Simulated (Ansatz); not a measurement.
## 7 guesses for WS2 and where they end

All numbers below come from DFT PBE, scalar-relativistic, plane waves, PAW (Ansatz 0.2.0). All cells share a 420 eV cutoff and Γ-centred k meshes spaced at most about 0.3 Å⁻¹ (about 0.25 or finer for metals, 2π included). Collinear spin in cells that started with moments and kept them past the coarse steps, no spin elsewhere.

Each guess was relaxed in cell and atoms at zero pressure, within the symmetry of its start. Temperature and zero-point effects are left out. Coordination counts S atoms around W (those within 1.25 times the shortest such distance or 1.15 times the sum of covalent radii).

| guess | made from | start group | V start (Å³/atom) | end group | V end (Å³/atom) | coordination at the end | gap on mesh (eV) | largest moment (μB) | E over the lowest end (meV/atom) |
| --- | --- | --- | --- | --- | --- | --- | --- | --- | --- |
| 1 | random cell | P-62m | 20.6 | ? | ? | ? | ? | ? | ? |
| 2 | a cell as deposited in COD | R3m | 17.7 | R3m (3R molybdenite) | 21.7 | W 6 | 1.62 | - | 0 |
| 3 | a Materials Project cell | P-3m1 | 34.6 | P-3m1 | 35.4 | W 6 | 1.73 | - | 1 |
| 4 | random cell | P6/mmm | 26.3 | P6/mmm | 16.2 | W 6 | 0 | - | 1166 |
| 5 | a cell as deposited in COD | P6_3/mmc | 18.2 | P6_3/mmc (2H molybdenite) | 21.7 | W 6 | 1.62 | - | 0 |
| 6 | a Materials Project cell | P-6m2 | 49.6 | P-6m2 | 49.7 | W 6 | 1.81 | - | 1 |
| 7 | random cell | P4mm | 25.7 | P4/mmm | 27.7 | W 4 | 0 | 0.0 | 1433 |

Guess 1 as it starts:

```cif
data_structure
_symmetry_space_group_name_H-M 'P-62m'
_symmetry_Int_Tables_number 189
_cell_length_a 4.4771
_cell_length_b 4.4771
_cell_length_c 7.1111
_cell_angle_alpha 90.000
_cell_angle_beta 90.000
_cell_angle_gamma 120.000
_cell_volume 123.44
loop_
_atom_site_label
_atom_site_type_symbol
_atom_site_symmetry_multiplicity
_atom_site_Wyckoff_symbol
_atom_site_fract_x
_atom_site_fract_y
_atom_site_fract_z
_atom_site_occupancy
W1 W 2 e 0.00000 0.00000 0.78516 1
S1 S 3 f 0.61833 0.00000 0.00000 1
S2 S 1 b 0.00000 0.00000 0.50000 1
```

Question: Predict the end of this guess and its energy over the lowest end.

Answer: It ends in space group P-62m (No. 189), with a = 6.528 Å, c = 7.285 Å, 44.8 Å³/atom and no gap, with moments up to 0.6 μB. It lies 0.99 eV/atom over the lowest end, above guess 6 and below guess 4. Counting S atoms around W, this end has W 4 and the lowest (guess 5) has W 6.

```cif
data_structure
_symmetry_space_group_name_H-M 'P-62m'
_symmetry_Int_Tables_number 189
_cell_length_a 6.5282
_cell_length_b 6.5282
_cell_length_c 7.2847
_cell_angle_alpha 90.000
_cell_angle_beta 90.000
_cell_angle_gamma 120.000
_cell_volume 268.86
loop_
_atom_site_label
_atom_site_type_symbol
_atom_site_symmetry_multiplicity
_atom_site_Wyckoff_symbol
_atom_site_fract_x
_atom_site_fract_y
_atom_site_fract_z
_atom_site_occupancy
W1 W 2 e 0.00000 0.00000 0.81380 1
S1 S 3 f 0.71324 0.00000 0.00000 1
S2 S 1 b 0.00000 0.00000 0.50000 1
```

The zero of energy is the elements' standard structures at the same level; no fitted shifts are applied.

Question: Is the lowest end bound against the elements?

Answer: Yes: its formation energy is −0.833 eV/atom. It lies below the elements, which doesn't yet make it stable against other compounds or structures.

For metals, differences of a few meV/atom aren't resolved. Weakly bound directions are ill-defined at this level, which has no dispersion term (P6_3/mmc, R3m, P-3m1, P-6m2, P-62m and others), and this can change margins and order among such cells. These runs have no spin–orbit coupling, which can matter for W. Kohn–Sham gaps at this level usually fall short of measured ones. A magnetic state wasn't ruled out in cells without spin, among them P6/mmm. The reference form of S is held partly by dispersion forces, which this level lacks. Another magnetic order may lie lower. Cells relaxed within their symmetry can be saddle points. Some types were kept out of the candidates beforehand, so the set may lack a known form.
